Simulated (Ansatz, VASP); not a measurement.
# One calculation of Al2O3, two programs

```
CELL_PARAMETERS angstrom
3.01748 0.00000 0.00000
-1.50874 2.61322 0.00000
0.00000 0.00000 7.57464
ATOMIC_POSITIONS crystal
Al 0.00000 0.00000 0.72205
Al 0.00000 0.00000 0.27795
O 0.00000 0.00000 0.50000
O 0.66667 0.33333 0.80055
O 0.33333 0.66667 0.19945
```

Measurements of this composition are mostly on another form, of space group No. 167.

Alike in both runs: task band structure; functional PBE; k mesh 7 × 7 × 3; occupations fermi-dirac, width 0.05 eV; no spin polarisation.

|  | VASP | Ansatz |
| --- | --- | --- |
| version | VASP 6.6.1 | Ansatz 0.2.0 |
| potentials or method | VASP PAW PBE potentials, release 64 (Al, O_s) | Ansatz PAW |
| plane-wave cutoff (eV) | 900 | 420 |
| valence electrons in the cell | 24 | 24 |

|  | VASP | Ansatz | Ansatz less VASP |
| --- | --- | --- | --- |
| gap on the k mesh at the Fermi level (eV) | 2.30 | 2.30 | 0.000 |
| least direct gap on the mesh (eV) | 2.30 | 2.30 | 0.000 |
| gap along the band path (eV) | 2.30 | 2.30 | 0.000 |
| pressure (GPa) | -0.2 | -0.5 | -0.30 |
| largest component of the traceless stress (GPa) | 0.15 | 0.13 | -0.018 |
| rms of the force components (eV/Å) | 0.050 | 0.054 | +0.0039 |

Atom by atom the forces differ by 0.045 eV/Å (rms over components).

Caveats: the pressure holds a Pulay correction of +0.6 GPa for the finite cutoff (Ansatz).
